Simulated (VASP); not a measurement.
# MgSn2N2 (P-3m1) in VASP: single point with PBE

Aim: the single point of MgSn2N2 with PBE.

All numbers are computed with VASP 6.6.1; they aren't measurements. Logs are shortened: lines on timing, memory, paths and dates and some standing lists are left out, and cuts for length are marked.

## Step 1: The crystal as given

It takes space group P-3m1 (No. 164, trigonal). The conventional cell has a = 3.254 Å, b = 3.254 Å, c = 9.059 Å, α = 90.00°, β = 90.00°, γ = 120.00°. Mg (site symmetry -3m) is surrounded by 6 N at 2.29 Å. Around Sn (site symmetry 3m) lie 3 N at 2.29 Å. N (site symmetry 3m) has 3 Sn at 2.29 Å and 3 Mg at 2.29 Å as nearest neighbours.

The cell was built by a generator and needn't be a form met in nature.

## Step 2: Single point, PBE

INCAR

```
SYSTEM = MgSn2N2
ALGO = Fast
EDIFF = 1E-5
ENCUT = 520
GGA = PE
ISIF = 2
ISMEAR = 0
LASPH = .TRUE.
LCHARG = .FALSE.
LREAL = Auto
LWAVE = .FALSE.
NELM = 80
PREC = Normal
SIGMA = 0.05
```

KPOINTS

```
k-points
0
G
  6 6 2
  0 0 0
```

POSCAR

```
MgSn2N2
1.0
    3.2541880000      0.0000000000      0.0000000000
   -3.2541880000      5.6364200000      0.0000000000
    0.0000000000      0.0000000000      9.0593500000
Mg Sn N
2 4 4
Direct
    0.0000000000      0.0000000000      0.0000000000
    0.0000000000      0.5000000000      0.0000000000
    0.6666670000      0.1666665000      0.2895030000
    0.6666670000      0.6666665000      0.2895030000
    0.3333330000      0.3333335000      0.7104970000
    0.3333330000      0.8333335000      0.7104970000
    0.6666670000      0.1666665000      0.8546010000
    0.6666670000      0.6666665000      0.8546010000
    0.3333330000      0.3333335000      0.1453990000
    0.3333330000      0.8333335000      0.1453990000
```

Potentials or basis: VASP PAW PBE potentials, release 64 (Mg, Sn_d, N).

The run is started by

```bash
cat potpaw_PBE.64/Mg/POTCAR potpaw_PBE.64/Sn_d/POTCAR potpaw_PBE.64/N/POTCAR > POTCAR
mpirun -np 1 vasp_std > vasp.out
```

OUTCAR:

```text
SYSTEM = MgSn2N2
   EDIFF = 1E-5
   ENCUT = 520
   GGA = PE
   ISIF = 2
   ISMEAR = 0
   LASPH = .TRUE.
   LREAL = Auto
   NELM = 80
   PREC = Normal

 ion  position               nearest neighbor table
   1  0.000  0.000  0.000-   7 2.29  10 2.29   7 2.29  10 2.29   8 2.29   9 2.29   6 3.23   3 3.23
                             6 3.23   3 3.23   5 3.23   4 3.23   2 3.25   2 3.25   2 3.25   2 3.25
   2  0.000  0.500  0.000-   8 2.29   9 2.29   8 2.29   9 2.29  10 2.29   7 2.29   5 3.23   4 3.23
                             5 3.23   4 3.23   3 3.23   6 3.23   1 3.25   1 3.25   1 3.25   1 3.25
   3  0.667  0.167  0.290-   9 2.29  10 2.29   9 2.29   1 3.23   1 3.23   2 3.23   4 3.25   4 3.25
                             4 3.25   4 3.25
   4  0.667  0.667  0.290-  10 2.29   9 2.29  10 2.29   2 3.23   2 3.23   1 3.23   3 3.25   3 3.25
                             3 3.25   3 3.25
   5  0.333  0.333  0.710-   7 2.29   8 2.29   7 2.29   2 3.23   2 3.23   1 3.23   6 3.25   6 3.25
                             6 3.25   6 3.25
   6  0.333  0.833  0.710-   8 2.29   7 2.29   8 2.29   1 3.23   1 3.23   2 3.23   5 3.25   5 3.25
                             5 3.25   5 3.25
   7  0.667  0.167  0.855-   5 2.29   6 2.29   5 2.29   1 2.29   1 2.29   2 2.29
   8  0.667  0.667  0.855-   6 2.29   5 2.29   6 2.29   2 2.29   2 2.29   1 2.29
   9  0.333  0.333  0.145-   3 2.29   4 2.29   3 2.29   2 2.29   2 2.29   1 2.29
  10  0.333  0.833  0.145-   4 2.29   3 2.29   4 2.29   1 2.29   1 2.29   2 2.29

  LATTYP: Found a simple orthorhombic cell.
 ALAT       =     3.2541880000
 B/A-ratio  =     1.7320511292
 C/A-ratio  =     2.7839049250

  Lattice vectors:

 A1 = (   3.2541880000,   0.0000000000,   0.0000000000)
 A2 = (   0.0000000000,   5.6364200000,   0.0000000000)
 A3 = (   0.0000000000,   0.0000000000,   9.0593500000)

Analysis of symmetry for initial positions (statically):
=====================================================================
 Subroutine PRICEL returns following result:

  LATTYP: Found a hexagonal cell.
 ALAT       =     3.2541880000
 C/A-ratio  =     2.7839049250

  Lattice vectors:

 A1 = (   3.2541880000,   0.0000000000,   0.0000000000)
 A2 = (  -1.6270940000,   2.8182100000,   0.0000000000)
 A3 = (   0.0000000000,   0.0000000000,   9.0593500000)

   2 primitive cells build up your supercell.

 Routine SETGRP: Setting up the symmetry group for a
 simple orthorhombic supercell.

 Subroutine GETGRP returns: Found  4 space group operations
 (whereof  4 operations were pure point group operations)
 out of a pool of  8 trial point group operations.

The static configuration has the point symmetry C_2h.

Analysis of symmetry for dynamics (positions and initial velocities):
=====================================================================
 Subroutine PRICEL returns following result:

  LATTYP: Found a hexagonal cell.
 ALAT       =     3.2541880000
 C/A-ratio  =     2.7839049250

  Lattice vectors:

 A1 = (   3.2541880000,   0.0000000000,   0.0000000000)
 A2 = (  -1.6270940000,   2.8182100000,   0.0000000000)
 A3 = (   0.0000000000,   0.0000000000,   9.0593500000)

   2 primitive cells build up your supercell.

 Routine SETGRP: Setting up the symmetry group for a
 simple orthorhombic supercell.

 Subroutine GETGRP returns: Found  4 space group operations
 (whereof  4 operations were pure point group operations)
 out of a pool of  8 trial point group operations.

The dynamic configuration has the point symmetry C_2h.

 Subroutine INISYM returns: Found  4 space group operations
 (whereof  4 operations are pure point group operations),
 and found     2 'primitive' translations

----------------------------------------------------------------------------------------

                                     Primitive cell

  volume of cell :      83.0832

  direct lattice vectors                    reciprocal lattice vectors
     3.254188000  0.000000000  0.000000000     0.307296321  0.177417581  0.000000000
    -1.627094000  2.818210000  0.000000000     0.000000000  0.354835161  0.000000000
     0.000000000  0.000000000  9.059350000     0.000000000  0.000000000  0.110383195

  length of vectors
     3.254188000  3.254188453  9.059350000     0.354835211  0.354835161  0.110383195

  position of ions in fractional coordinates (direct lattice)
     0.000000000  0.000000000  0.000000000
     0.666667000  0.333333000  0.289503000
     0.333333000  0.666667000  0.710497000
     0.666667000  0.333333000  0.854601000
     0.333333000  0.666667000  0.145399000

  ion indices of the primitive-cell ions
   primitive index   ion index
                 1           1
                 2           3
                 3           6
                 4           7
                 5          10

----------------------------------------------------------------------------------------

 KPOINTS: k-points

Automatic generation of k-mesh.
 Grid dimensions read from file:
 generate k-points for:    6    6    2

 Generating k-lattice:

  Cartesian coordinates                     Fractional coordinates (reciprocal lattice)
     0.051216053  0.029569597  0.000000000     0.166666667  0.000000000  0.000000000
     0.000000000  0.029569597  0.000000000     0.000000000  0.166666667  0.000000000
     0.000000000  0.000000000  0.055191598     0.000000000  0.000000000  0.500000000

  Length of vectors
     0.059139202  0.029569597  0.055191598

  Shift w.r.t. Gamma in fractional coordinates (k-lattice)
     0.000000000  0.000000000  0.000000000

 Subroutine IBZKPT returns following result:
 ===========================================

 Found     32 irreducible k-points:

 Following reciprocal coordinates:
            Coordinates               Weight
  0.000000  0.000000  0.000000      1.000000
  0.166667  0.000000  0.000000      4.000000
  0.333333  0.000000  0.000000      4.000000
  0.500000  0.000000  0.000000      1.000000
  0.000000  0.166667  0.000000      2.000000
  0.166667  0.166667  0.000000      4.000000
[... 16 lines left out ...]
  0.333333  0.166667  0.500000      2.000000
  0.500000  0.166667  0.500000      2.000000
 [... further k-points ...]
   k-points           NKPTS =     32   k-points in BZ     NKDIM =     32   number of bands    NBANDS=     48
   number of dos      NEDOS =    301   number of ions     NIONS =     10
   total plane-waves  NPLWV =  34992
   dimension x,y,z NGX =    18 NGY =   36 NGZ =   54
   dimension x,y,z NGXF=    36 NGYF=   72 NGZF=  108
   ions per type =               2   4   4
   NGX,Y,Z   is equivalent  to a cutoff of   9.20,  9.20,  9.91 a.u.
   NGXF,Y,Z  is equivalent  to a cutoff of  18.39, 18.39, 19.82 a.u.
 SYSTEM =  MgSn2N2
   PREC   = normal    normal or accurate (medium, high low for compatibility)
   ISTART =      0    job   : 0-new  1-cont  2-samecut
   ICHARG =      2    charge: 1-file 2-atom 10-const
   ISPIN  =      1    spin polarized calculation?
   LNONCOLLINEAR =      F non collinear calculations
   LSORBIT =      F    spin-orbit coupling
   LASPH  =      T    aspherical Exc in radial PAW
   ENCUT  =  520.0 eV  38.22 Ry    6.18 a.u.   6.05 12.10 16.84*2*pi/ulx,y,z
   NELM   =     80;   NELMIN=  2; NELMDL= -5     # of ELM steps
   EDIFF  = 0.1E-04   stopping-criterion for ELM
   LREAL  =      T    real-space projection
   EDIFFG = 0.1E-03   stopping-criterion for IOM
   NSW    =      0    number of steps for IOM
   IBRION =     -1    ionic relax: 0-MD 1-quasi-New 2-CG
   NFREE  =      0    steps in history (QN), initial steepest desc. (CG)
   ISIF   =      2    stress and relaxation
   ISYM   =      2    0-nonsym 1-usesym 2-fastsym
   POTIM  = 0.5000    time-step for ionic-motion
   TEBEG  =    0.0;   TEEND  =   0.0 temperature during run
   PSTRESS=    0.0 pullay stress
   NELECT =      80.0000    total number of electrons
   NUPDOWN=      -1.0000    fix difference up-down
   EMIN   =  10.00;   EMAX   =-10.00  energy-range for DOS
   EFERMI =   0.00;   METHOD = LEGACY
   ISMEAR =     0;   SIGMA  =   0.05  broadening in eV -4-tet -1-fermi 0-gaus
   EFERMI_NEDOS =   21; number of points for ismear=-14 and -15
   IALGO  =     68    algorithm
   IMIX   =      4    mixing-type and parameters
     AMIX     =   0.40;   BMIX     =  1.00
     AMIX_MAG =   1.60;   BMIX_MAG =  1.00
  volume/ion in A,a.u.               =      16.62       112.13
  Fermi-wavevector in a.u.,A,eV,Ry     =   1.283090  2.424689 22.399546  1.646320
  Thomas-Fermi vector in A             =   2.415363
   LORBIT       =      0    0 simple, 1 ext, 2 COOP (PROOUT), +10 PAW based schemes
   GGA     = PE    functional components
   LHFCALC =     F    Hartree Fock is set to
   AEXX    =    0.0000 exact exchange contribution
   IVDW    =     0    specifies the selected vdW correction
   LEPSILON=     F    determine dielectric tensor
   LRPA    =     F    only Hartree local field effects (RPA)
 non-spin polarized calculation
 RMM-DIIS sequential band-by-band and
 Gauss-broadening in eV      SIGMA  =   0.05
  energy-cutoff  :      520.00
  volume of cell :      166.17
 maximum number of plane-waves:      4510
   NGX = 13   NGY = 25   NGZ = 33

 number of electron      79.9999928 magnetization

 Free energy of the ion-electron system (eV)
  ---------------------------------------------------
  ext. energy  EPLUGINS =         0.00000000
  ---------------------------------------------------
  free energy    TOTEN  =       -53.00074768 eV

  energy without entropy =      -53.00074768  energy(sigma->0) =      -53.00074768

 E-fermi :   6.6607     XC(G=0): -10.3768

 val. band max:        6.3524933268   @ k =   0.0000   0.1667   0.0000
 cond. band min:       7.2188849964   @ k =  -0.3333   0.3333   0.0000
 fundamental gap:      0.8663916695
 Fermi energy:         6.6606891635

 k-point     1 :       0.0000    0.0000    0.0000
  band No.  band energies     occupation
      1     -14.7100      2.00000
      2     -14.7086      2.00000
      3     -14.5980      2.00000
      4     -14.5979      2.00000
      5     -14.5977      2.00000
      6     -14.5976      2.00000
[... 40 lines left out ...]
     47      12.7451      0.00000
     48      12.9189      0.00000
[... 1171 lines left out ...]
     47      12.0215      0.00000
     48      12.6492      0.00000

 [... further k-points ...]

------------------------ aborting loop because EDIFF is reached ----------------------------------------

  FORCE on cell =-STRESS in cart. coord.  units (eV):
  Direction    XX          YY          ZZ          XY          YZ          ZX
  --------------------------------------------------------------------------------------
  -------------------------------------------------------------------------------------
  Total        0.0852525     -0.0378204     -0.0181263      0.0000000      0.0043548      0.0000000
  in kB        0.8220059     -0.3646648     -0.1747741      0.0000000      0.0419890      0.0000000
  external PRESSURE =       0.0941890 kB  Pullay stress =       0.0000000 kB

 VOLUME and BASIS-vectors are now :
 -----------------------------------------------------------------------------
  energy-cutoff  :      520.00
  volume of cell :      166.17
      direct lattice vectors                 reciprocal lattice vectors
     3.254188000  0.000000000  0.000000000     0.307296321  0.177417581  0.000000000
    -3.254188000  5.636420000  0.000000000     0.000000000  0.177417581  0.000000000
     0.000000000  0.000000000  9.059350000     0.000000000  0.000000000  0.110383195

 POSITION                                       TOTAL-FORCE (eV/Angst)
 -----------------------------------------------------------------------------------
      0.00000      0.00000      0.00000         0.000000      0.000000      0.000000
     -1.62709      2.81821      0.00000         0.000000      0.000000      0.000000
      1.62710      0.93940      2.62271         0.000000      0.000446     -0.024007
      0.00000      3.75761      2.62271         0.000000      0.000446     -0.024007
     -0.00000      1.87881      6.43664        -0.000000     -0.000446      0.024007
     -1.62710      4.69702      6.43664        -0.000000     -0.000446      0.024007
      1.62710      0.93940      7.74213         0.000000      0.000541     -0.001620
      0.00000      3.75761      7.74213        -0.000000      0.000541     -0.001620
     -0.00000      1.87881      1.31722         0.000000     -0.000541      0.001620
     -1.62710      4.69702      1.31722        -0.000000     -0.000541      0.001620
 -----------------------------------------------------------------------------------
    total drift:                                0.000000      0.000000      0.000000

  FREE ENERGIE OF THE ION-ELECTRON SYSTEM (eV)
  ---------------------------------------------------
  free  energy   TOTEN  =       -53.0007476814 eV

  energy  without entropy=      -53.0007476814  energy(sigma->0) =      -53.00074768
```

Run time: 2.6 min. Hardware: 1 thread of Intel Xeon Platinum 8259CL at 2.50GHz (Skylake/Cascade Lake), shared host; peak memory 0.29 GiB.

Results:

| Property | Result |
| --- | --- |
| Free energy | -53.0007 eV |
| Pressure | 0.0 GPa |
| Largest force | 0.024 eV/Å |
| Band gap on the k mesh | 0.87 eV |

Forces on the atoms (eV/Å):
```
Mg   0.000  0.000  0.000
Mg   0.000  0.000  0.000
Sn   0.000  0.000 -0.024
Sn   0.000  0.000 -0.024
Sn   0.000  0.000  0.024
Sn   0.000  0.000  0.024
N    0.000  0.001 -0.002
N    0.000  0.001 -0.002
N    0.000 -0.001  0.002
N    0.000 -0.001  0.002
```

Stress tensor (GPa, compression positive):
```
 0.08  0.00  0.00
 0.00 -0.04  0.00
 0.00  0.00 -0.02
```

Levels at points of the mesh, in eV from the valence-band top:
```tsv
k point	band 37	band 38	band 39	band 40	band 41	band 42	band 43	band 44
(0.00, 0.00, 0.00)	-0.92	-0.87	-0.86	0.00	0.88	1.46	1.59	3.20
(0.50, 0.00, 0.00)	-1.51	-1.51	-0.92	-0.92	0.88	0.88	1.59	1.59
(0.00, 0.50, 0.00)	-1.42	-1.42	-0.17	-0.17	3.36	3.36	3.82	3.82
(0.50, 0.50, 0.00)	-0.82	-0.82	-0.75	-0.75	1.98	1.98	2.62	2.62
(0.00, 0.00, 0.50)	-1.15	-0.98	-0.87	-0.87	0.96	1.98	2.32	3.04
(0.50, 0.00, 0.50)	-1.78	-1.78	-0.98	-0.98	0.96	0.96	1.98	1.98
(0.00, 0.50, 0.50)	-1.03	-1.03	-0.69	-0.69	3.23	3.23	3.87	3.87
(0.50, 0.50, 0.50)	-1.34	-1.34	-0.08	-0.08	2.16	2.16	2.33	2.33
```

Caveat: spin-orbit coupling is left out, which moves the levels of the heavy elements.
